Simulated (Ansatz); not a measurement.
**Li2Se: the cell at several levels of theory**

An exercise on one series of results from a longer session: the logs are not shown, and one member is left open.

The runs shown are made with Ansatz 0.2.0. PAW datasets, plane waves, zero pressure. Computed at 0 K without zero-point motion; spin polarisation is off.

### The structure to begin with

The symmetry is Fm-3m (No. 225, cubic); a = 5.952 Å in the conventional setting, 17.57 Å³ an atom. Li has 4 Se at 2.58 Å; Se has 8 Li at 2.58 Å.

As a file:

```
CELL_PARAMETERS angstrom
0.00000 2.97604 2.97604
2.97604 0.00000 2.97604
2.97604 2.97604 0.00000
ATOMIC_POSITIONS crystal
Li 0.75000 0.75000 0.75000
Li 0.25000 0.25000 0.25000
Se 0.00000 0.00000 0.00000
```

The first run:

The input, input.yaml:

```yaml
crystal:
  lattice:
    - [0.0, 2.9760442648, 2.9760442648]
    - [2.9760442648, 0.0, 2.9760442648]
    - [2.9760442648, 2.9760442648, 0.0]
  atoms:
    - { symbol: Li, position: [0.75, 0.75, 0.75] }
    - { symbol: Li, position: [0.25, 0.25, 0.25] }
    - { symbol: Se, position: [0.0, 0.0, 0.0] }
kpoints:
  mp_grid: { grid: [6, 6, 6] }
hamiltonian:
  xc: pbe
scf:
  occupations: { method: fermi_dirac, width: 0.02 }
relax:
  f_tol: 0.005
  cell: {}
```

Started as:

```console
$ ansatz run input.yaml --threads 2 --pin off --max-ram 18432MiB --backend cpu --events-out ev --progress --plain --runs-dir out
```

Among the steps run: PBE: cell and atoms; Relaxing with r2SCAN; Relaxing with PBEsol; Relaxing with LDA; Relaxing with HSE06.

One table of the session follows, with a row left open; its other results are not shown here.

It belongs to the step «The cells side by side». 

| level | a (Å) | volume (Å³/atom) |
| --- | --- | --- |
| PBE | 6.006 | 18.056 |
| r2SCAN | ? | ? |
| PBEsol | 5.945 | 17.509 |
| LDA | 5.847 | 16.661 |
| HSE06 | 5.974 | 17.765 |

**Question.** Estimate the row for r2SCAN.

As computed: a (Å): 5.987; volume (Å³/atom): 17.883. In the column «a (Å)» it lies between HSE06 (5.974) and PBE (6.006).

In words: From the start to the first minimum the volume moved by +2.8 %. LDA gives the smallest cell and PBE the largest; they differ by 8.4 % in volume, a mean of 2.7 % in length. The meshes differ: PBE 6×6×6, r2SCAN 6×6×6, PBEsol 6×6×6, LDA 6×6×6, HSE06 4×4×4.
